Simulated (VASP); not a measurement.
# Tb (P6_3/mmc) in VASP: settings compared

The runs below take Tb through relaxation of cell and atoms, single point, with vdW-DF2, PBE.

Everything below comes from runs of VASP 6.6.1. Logs are shortened: lines on timing, memory, paths and dates and some standing lists are left out, and cuts for length are marked.

### 1 The crystal as given

It takes space group P6_3/mmc (No. 194, hexagonal). Conventional cell: a = 3.601 Å, b = 3.601 Å, c = 5.694 Å, α = 90.00°, β = 90.00°, γ = 120.00°. Around Tb (site symmetry -6m2) lie 12 Tb at 3.53 to 3.60 Å.

### 2 Relaxation of cell and atoms, vdW-DF2, collinear spin, antiferromagnetic start

Input file INCAR:

```
SYSTEM = Tb
PREC = Accurate
ENCUT = 600
EDIFF = 1E-6
ISMEAR = 0
SIGMA = 0.05
LREAL = .FALSE.
LASPH = .TRUE.
NELM = 150
ALGO = Fast
ISIF = 3
LWAVE = .FALSE.
LCHARG = .FALSE.
ISPIN = 2
MAGMOM = 6 -6
LORBIT = 11
LMAXMIX = 6
GGA = ML
LUSE_VDW = .TRUE.
AGGAC = 0.0
ZAB_VDW = -1.8867
IBRION = 2
NSW = 40
EDIFFG = -0.02
```

Input file KPOINTS:

```
Automatic mesh
0
G
  9 9 5
  0 0 0
```

Input file POSCAR:

```
Tb
1.0
    3.6010000000      0.0000000000      0.0000000000
   -1.8005000000      3.1185574790      0.0000000000
    0.0000000000      0.0000000000      5.6936000000
Tb
2
Direct
    0.6666666667      0.3333333333      0.7500000000
    0.3333333333      0.6666666667      0.2500000000
```

Potentials or basis: VASP PAW PBE potentials, release 64 (Tb_3), 4f in core.

The run is started by

```sh
> cat potpaw_PBE.64/Tb_3/POTCAR > POTCAR
> mpirun -np 1 vasp_std > vasp.out
```

OUTCAR:

```text
SYSTEM = Tb
   PREC = Accurate
   ENCUT = 600
   EDIFF = 1E-6
   ISMEAR = 0
   LREAL = .FALSE.
   LASPH = .TRUE.
   NELM = 150
   ISIF = 3
   ISPIN = 2
   LORBIT = 11
   GGA = ML
   IBRION = 2
   NSW = 40
   EDIFFG = -0.02

 ion  position               nearest neighbor table
   1  0.667  0.333  0.750-   2 3.53   2 3.53   2 3.53   2 3.53   2 3.53   2 3.53
   2  0.333  0.667  0.250-   1 3.53   1 3.53   1 3.53   1 3.53   1 3.53   1 3.53

  LATTYP: Found a hexagonal cell.
 ALAT       =     3.6010000000
 C/A-ratio  =     1.5811163566

  Lattice vectors:

 A1 = (   3.6010000000,   0.0000000000,   0.0000000000)
 A2 = (  -1.8005000000,   3.1185574790,   0.0000000000)
 A3 = (   0.0000000000,   0.0000000000,   5.6936000000)

Analysis of symmetry for initial positions (statically):
=====================================================================
 Subroutine PRICEL returns:
 Original cell was already a primitive cell.

 Routine SETGRP: Setting up the symmetry group for a
 hexagonal supercell.

 Subroutine GETGRP returns: Found 24 space group operations
 (whereof 12 operations were pure point group operations)
 out of a pool of 24 trial point group operations.

The static configuration has the point symmetry D_3d.
 The point group associated with its full space group is D_6h.

Analysis of symmetry for dynamics (positions and initial velocities):
=====================================================================
 Subroutine PRICEL returns:
 Original cell was already a primitive cell.

 Routine SETGRP: Setting up the symmetry group for a
 hexagonal supercell.

 Subroutine GETGRP returns: Found 24 space group operations
 (whereof 12 operations were pure point group operations)
 out of a pool of 24 trial point group operations.

The dynamic configuration has the point symmetry D_3d.
 The point group associated with its full space group is D_6h.

Analysis of structural, dynamic, and magnetic symmetry:
=====================================================================
 Subroutine PRICEL returns:
 Original cell was already a primitive cell.

 Routine SETGRP: Setting up the symmetry group for a
 hexagonal supercell.

 Subroutine GETGRP returns: Found 24 space group operations
 (whereof 12 operations were pure point group operations)
 out of a pool of 24 trial point group operations.

The overall configuration has the point symmetry D_3d.
 The point group associated with its full space group is D_6h.

 Subroutine INISYM returns: Found 24 space group operations
 (whereof 12 operations are pure point group operations),
 and found     1 'primitive' translations

----------------------------------------------------------------------------------------

                                     Primitive cell

  volume of cell :      63.9387

  direct lattice vectors                    reciprocal lattice vectors
     3.601000000  0.000000000  0.000000000     0.277700639  0.160330539  0.000000000
    -1.800500000  3.118557479  0.000000000     0.000000000  0.320661077  0.000000000
     0.000000000  0.000000000  5.693600000     0.000000000  0.000000000  0.175635802

  length of vectors
     3.601000000  3.601000000  5.693600000     0.320661077  0.320661077  0.175635802

  position of ions in fractional coordinates (direct lattice)
     0.666666667  0.333333333  0.750000000
     0.333333333  0.666666667  0.250000000

  ion indices of the primitive-cell ions
   primitive index   ion index
                 1           1
                 2           2

----------------------------------------------------------------------------------------

 KPOINTS: Automatic mesh

Automatic generation of k-mesh.
 Grid dimensions read from file:
 generate k-points for:    9    9    5

 Generating k-lattice:

  Cartesian coordinates                     Fractional coordinates (reciprocal lattice)
     0.030855627  0.017814504  0.000000000     0.111111111  0.000000000  0.000000000
     0.000000000  0.035629009  0.000000000     0.000000000  0.111111111  0.000000000
     0.000000000  0.000000000  0.035127160     0.000000000  0.000000000  0.200000000

  Length of vectors
     0.035629009  0.035629009  0.035127160

  Shift w.r.t. Gamma in fractional coordinates (k-lattice)
     0.000000000  0.000000000  0.000000000

 Subroutine IBZKPT returns following result:
 ===========================================

 Found     36 irreducible k-points:

 Following reciprocal coordinates:
            Coordinates               Weight
  0.000000  0.000000  0.000000      1.000000
  0.111111 -0.000000  0.000000      6.000000
  0.222222  0.000000  0.000000      6.000000
  0.333333  0.000000  0.000000      6.000000
  0.444444  0.000000  0.000000      6.000000
  0.111111  0.111111  0.000000      6.000000
[... 16 lines left out ...]
  0.333333  0.222222  0.200000     24.000000
  0.333333  0.333333  0.200000      4.000000
 [... further k-points ...]
   k-points           NKPTS =     36   k-points in BZ     NKDIM =     36   number of bands    NBANDS=     13
   number of dos      NEDOS =    301   number of ions     NIONS =      2
   total plane-waves  NPLWV =  43200
   dimension x,y,z NGX =    30 NGY =   30 NGZ =   48
   dimension x,y,z NGXF=    60 NGYF=   60 NGZF=   96
   ions per type =               2
   NGX,Y,Z   is equivalent  to a cutoff of  13.85, 13.85, 14.02 a.u.
   NGXF,Y,Z  is equivalent  to a cutoff of  27.70, 27.70, 28.03 a.u.
 SYSTEM =  Tb
   PREC   = accura    normal or accurate (medium, high low for compatibility)
   ISTART =      0    job   : 0-new  1-cont  2-samecut
   ICHARG =      2    charge: 1-file 2-atom 10-const
   ISPIN  =      2    spin polarized calculation?
   LNONCOLLINEAR =      F non collinear calculations
   LSORBIT =      F    spin-orbit coupling
   LASPH  =      T    aspherical Exc in radial PAW
   ENCUT  =  600.0 eV  44.10 Ry    6.64 a.u.   7.19  7.19 11.37*2*pi/ulx,y,z
   NELM   =    150;   NELMIN=  2; NELMDL= -5     # of ELM steps
   EDIFF  = 0.1E-05   stopping-criterion for ELM
   LREAL  =      F    real-space projection
   EDIFFG = -.2E-01   stopping-criterion for IOM
   NSW    =     40    number of steps for IOM
   IBRION =      2    ionic relax: 0-MD 1-quasi-New 2-CG
   NFREE  =      1    steps in history (QN), initial steepest desc. (CG)
   ISIF   =      3    stress and relaxation
   ISYM   =      2    0-nonsym 1-usesym 2-fastsym
   POTIM  = 0.5000    time-step for ionic-motion
   TEBEG  =    0.0;   TEEND  =   0.0 temperature during run
   PSTRESS=    0.0 pullay stress
   NELECT =      18.0000    total number of electrons
   NUPDOWN=      -1.0000    fix difference up-down
   EMIN   =  10.00;   EMAX   =-10.00  energy-range for DOS
   EFERMI =   0.00;   METHOD = LEGACY
   ISMEAR =     0;   SIGMA  =   0.05  broadening in eV -4-tet -1-fermi 0-gaus
   EFERMI_NEDOS =   21; number of points for ismear=-14 and -15
   IALGO  =     68    algorithm
   IMIX   =      4    mixing-type and parameters
     AMIX     =   0.40;   BMIX     =  1.00
     AMIX_MAG =   1.60;   BMIX_MAG =  1.00
  volume/ion in A,a.u.               =      31.97       215.74
  Fermi-wavevector in a.u.,A,eV,Ry     =   1.072946  2.027573 15.663195  1.151212
  Thomas-Fermi vector in A             =   2.208731
   LORBIT       =     11    0 simple, 1 ext, 2 COOP (PROOUT), +10 PAW based schemes
   GGA     = ML    functional components
   LHFCALC =     F    Hartree Fock is set to
   AEXX    =    0.0000 exact exchange contribution
   IVDW_NL    =     1    kernel type
   BPARAM     = 6.3000
   IVDW    =     0    specifies the selected vdW correction
   LEPSILON=     F    determine dielectric tensor
   LRPA    =     F    only Hartree local field effects (RPA)
 conjugate gradient relaxation of ions
 spin polarized calculation
 RMM-DIIS sequential band-by-band and
 Gauss-broadening in eV      SIGMA  =   0.05
  energy-cutoff  :      600.00
  volume of cell :       63.94
 maximum number of plane-waves:      2157
 NGX is ok and might be reduce to    30
   NGX = 15   NGY = 15   NGZ = 23

--------------------------------------- Ionic step        1  -------------------------------------------

 number of electron      18.0000001 magnetization      -0.0000000

 number of electron      18.0000001 magnetization       0.0000000

 Free energy of the ion-electron system (eV)
  ---------------------------------------------------
  ext. energy  EPLUGINS =         0.00000000
  ---------------------------------------------------
  free energy    TOTEN  =        -2.83524510 eV

  energy without entropy =       -2.83286025  energy(sigma->0) =       -2.83405268

------------------------ aborting loop because EDIFF is reached ----------------------------------------

  FORCE on cell =-STRESS in cart. coord.  units (eV):
  Direction    XX          YY          ZZ          XY          YZ          ZX
  --------------------------------------------------------------------------------------
  -------------------------------------------------------------------------------------
  Total        0.9292306      0.9292306      0.9114995      0.0000000      0.0000000      0.0000000
  in kB       23.2846781     23.2846781     22.8403737      0.0000000      0.0000000      0.0000000
  external PRESSURE =      23.1365767 kB  Pullay stress =       0.0000000 kB
[... 67 lines left out ...]
 number of electron      17.9999999 magnetization       0.0000000

 number of electron      17.9999999 magnetization      -0.0000000

 Free energy of the ion-electron system (eV)
  ---------------------------------------------------
  ext. energy  EPLUGINS =         0.00000000
  ---------------------------------------------------
  free energy    TOTEN  =        -2.85839854 eV

  energy without entropy =       -2.85613950  energy(sigma->0) =       -2.85726902

 E-fermi :   3.1099     XC(G=0):  -9.5326

 val. band max:        3.0497962816   @ k =   0.4444   0.0000   0.2000
 cond. band min:       3.1218040933   @ k =   0.2222   0.2222   0.4000
 fundamental gap:      0.0720078117
 Fermi energy:         3.1099224901

 spin component 1

 k-point     1 :       0.0000    0.0000    0.0000
  band No.  band energies     occupation
      1     -19.8824      1.00000
      2     -19.3514      1.00000
      3     -19.3514      1.00000
      4     -19.2536      1.00000
      5     -19.2536      1.00000
      6     -19.2185      1.00000
      7      -1.6880      1.00000
      8       1.0421      1.00000
      9       4.4277      0.00000
     10       4.7536      0.00000
     11       4.7536      0.00000
     12       5.0174      0.00000
     13       5.3894      0.00000
[... 356 lines left out ...]
      2     -19.6754      1.00000
      3     -19.6754      1.00000
      4     -19.5132      1.00000
      5     -19.4145      1.00000
      6     -19.4145      1.00000
      7       2.3691      1.00000
      8       2.5215      1.00000
      9       2.5215      1.00000
     10       2.8196      1.00000
     11       3.9851      0.00000
     12       3.9851      0.00000
     13       5.4499      0.00000

 [... further k-points ...]

 spin component 2

 k-point     1 :       0.0000    0.0000    0.0000
  band No.  band energies     occupation
      1     -19.8824      1.00000
      2     -19.3514      1.00000
      3     -19.3514      1.00000
      4     -19.2536      1.00000
      5     -19.2536      1.00000
      6     -19.2185      1.00000
      7      -1.6880      1.00000
      8       1.0421      1.00000
      9       4.4277      0.00000
     10       4.7536      0.00000
     11       4.7536      0.00000
     12       5.0174      0.00000
     13       5.3894      0.00000
[... 401 lines left out ...]
  energy  without entropy=       -2.8561395028  energy(sigma->0) =       -2.85726902

Total vdW correction in eV:      3.2364625

 reached required accuracy - stopping structural energy minimisation

 total charge

# of ion       s       p       d       tot
------------------------------------------
    1        0.378   6.281   1.106   7.764
    2        0.378   6.281   1.106   7.764
--------------------------------------------------
tot          0.756  12.561   2.211  15.528

 magnetization (x)

# of ion       s       p       d       tot
------------------------------------------
    1        0.000  -0.000   0.000   0.000
    2       -0.000   0.000  -0.000  -0.000
--------------------------------------------------
tot          0.000   0.000   0.000   0.000
```

Run time: 3.6 min. Hardware: 1 thread of AMD EPYC 9R45 (Zen 5), shared host; peak memory 0.48 GiB.

Results:

* Free energy: -2.8584 eV
* Relaxed volume: 33.64 Å³/atom
* Relaxed cell: a = 3.663 Å, b = 3.663 Å, c = 5.790 Å, α = 90.00°, β = 90.00°, γ = 120.00°
* Space group after relaxing (to 0.05 Å): P6_3/mmc (No. 194)
* Energy gained by relaxing: 11.6 meV/atom
* Ionic steps: 3
* Pressure after relaxing: 0.0 GPa
* Band gap on the k mesh: none (metal or under the smearing width)
* Net moment: 0.00 μB per cell
* Valence electrons inside the program's atomic spheres: Tb 7.76

Step by step:
| step | energy change (eV) | largest force (eV/Å) | pressure (GPa) | volume (Å³) |
| --- | --- | --- | --- | --- |
| 1 | 0.0000 | 0.0000 | 2.31 | 63.94 |
| 2 | -0.0212 | 0.0000 | -0.57 | 68.31 |
| 3 | -0.0232 | 0.0000 | 0.02 | 67.29 |

Final structure:
```
Tb
1.0
     3.66323    0.00000    0.00000
    -1.83162    3.17245    0.00000
     0.00000    0.00000    5.79012
Tb
2
Direct
  0.66667 0.33333 0.75000
  0.33333 0.66667 0.25000
```

Caveat: the magnetic or orbital state may not be the lowest; the PAW data sets were made with another functional, which shifts forces and pressure a little; spin-orbit coupling is left out, which moves the levels of the heavy elements; the 4f electrons are frozen in the core as for a trivalent ion, so they carry no moment and show no levels. Zero-point motion and thermal expansion aren't in these numbers.

(Part 1 of 2 ends here.)
